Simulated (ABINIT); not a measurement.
The system is La.

```xyz
4
Lattice="3.7700 0.0000 0.0000 -1.8850 3.2649 0.0000 0.0000 0.0000 12.1590" Properties=species:S:1:pos:R:3 pbc="T T T"
La    1.8850    1.0883    3.0398
La    0.0000    2.1766    9.1193
La    0.0000    0.0000    6.0795
La    0.0000    0.0000    0.0000
```

| Property | Result |
| --- | --- |
| Program | ABINIT 10.8.3 (patched build) |
| Task | single point |
| Functional | PBE |
| Potentials or basis | JTH PAW PBE v2.0 |
| Cutoff | 544 eV |
| k mesh | 8 × 8 × 3 |
| Occupations | fermi-dirac, width 0.05 eV |
| Spin | no spin polarisation |

On this cell: pressure -0.1 GPa; largest force under 0.003 eV/Å; band gap on the k mesh none (metal or under the smearing width).

The same run follows on a disturbed copy (atoms moved at random, drawn with an rms of 0.05 Å):

```
CELL_PARAMETERS angstrom
3.77000 0.00000 0.00000
-1.88500 3.26492 0.00000
0.00000 0.00000 12.15900
ATOMIC_POSITIONS crystal
La 0.64978 0.31936 0.24777
La 0.33228 0.67258 0.74947
La 0.00984 0.00607 0.49904
La 0.00974 0.01786 0.99788
```

Task: What does the disturbed cell give?

Result: The energy (extrapolated to zero smearing) moves by +0.7 meV/atom; pressure -0.1 GPa; largest force 0.050 eV/Å; band gap on the k mesh none (metal or under the smearing width).

Forces in eV/Å, atoms in the order of the input:
```
La   0.021  0.041  0.021
La   0.008  0.000 -0.029
La  -0.020 -0.010 -0.019
La  -0.009 -0.031  0.027
```

Stress tensor (GPa, compression positive):
```
-0.05  0.02  0.00
 0.02 -0.15  0.00
 0.00  0.00 -0.15
```
